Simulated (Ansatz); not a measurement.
# FeSi (Pm-3m): compression over a wide range

One table from this session's results is given with a row withheld; the runs are named, their logs left out.

Method: DFT r²SCAN, scalar-relativistic, plane waves, PAW, in Ansatz 0.2.0.

### The structure to begin with

It takes space group Pm-3m (No. 221, cubic). The conventional cell has a = 2.727 Å, b = 2.727 Å, c = 2.727 Å, α = 90.00°, β = 90.00°, γ = 90.00°. Fe (site symmetry m-3m) has 8 Si at 2.36 Å as nearest neighbours. Si (site symmetry m-3m) has 8 Fe at 2.36 Å as nearest neighbours.

As a file:

```xyz
2
Lattice="2.7270 0.0000 0.0000 0.0000 2.7270 0.0000 0.0000 0.0000 2.7270" Properties=species:S:1:pos:R:3 pbc="T T T"
Fe    0.0000    0.0000    0.0000
Si    1.3635    1.3635    1.3635
```

This cell comes from an earlier session at r²SCAN: 10.140 Å³/atom at 0.04 GPa, on a 16×16×16 mesh.

The first run:

input.yaml

```yaml
crystal:
  lattice:
    - [2.6901732958, 0.0, 0.0]
    - [0.0, 2.6901732958, 0.0]
    - [0.0, 0.0, 2.6901732958]
  atoms:
    - { symbol: Fe, position: [0.0, 0.0, 0.0] }
    - { symbol: Si, position: [0.5, 0.5, 0.5] }
basis:
  ecutwfc: 500
  ecutrho_ratio: 4
kpoints:
  mp_grid: { grid: [16, 16, 16] }
hamiltonian:
  xc: r2scan
scf:
  occupations: { method: gaussian, width: 0.05 }
output:
  forces: true
  stress: true
  eigenvalues: true
```

Run with:

```console
> ansatz run input.yaml --threads 2 --pin off --max-ram 5120MiB --backend cpu --events-out ev --progress --plain --runs-dir out
```

Steps of the session up to this table: Volume × 0.96; Volume × 1.04; Volume × 0.92; Volume × 0.88; Volume × 0.84; Volume × 0.8; Volume × 0.76; Volume × 0.72.

One table of the session follows, with a row left open; its other results are not shown here.

It belongs to the step «The curve». 

```
volume (Å³/atom)  energy above the lowest (meV/atom)  pressure (GPa)
           7.301                              1214.5           184.6
           7.706                               809.6           137.1
           8.112                               512.0            99.5
           8.518                                   ?               ?
           8.923                               154.7            45.8
           9.329                                63.4            27.0
           9.734                                14.7            11.9
          10.140                                 0.0             0.0
          10.546                                12.4            -9.6
```

Estimate the missing values for volume (Å³/atom) = 8.518.

Worked estimate for «energy above the lowest (meV/atom)». A straight line through the neighbours (8.112, 512.0) and (8.923, 154.7) gives 512.0 + (154.7 − 512.0) × (8.518 − 8.112) / (8.923 − 8.112) = 333.1; a parabola fitted to 4 rows on both sides gives 298.8.

The run gave: energy above the lowest (meV/atom): 299.4; pressure (GPa): 69.5. In «energy above the lowest (meV/atom)» the line misses by +33.7 and the parabola by -0.6.

Limits of these values: The k mesh is not the same at all volumes. Other structures may be lower in enthalpy at these pressures.
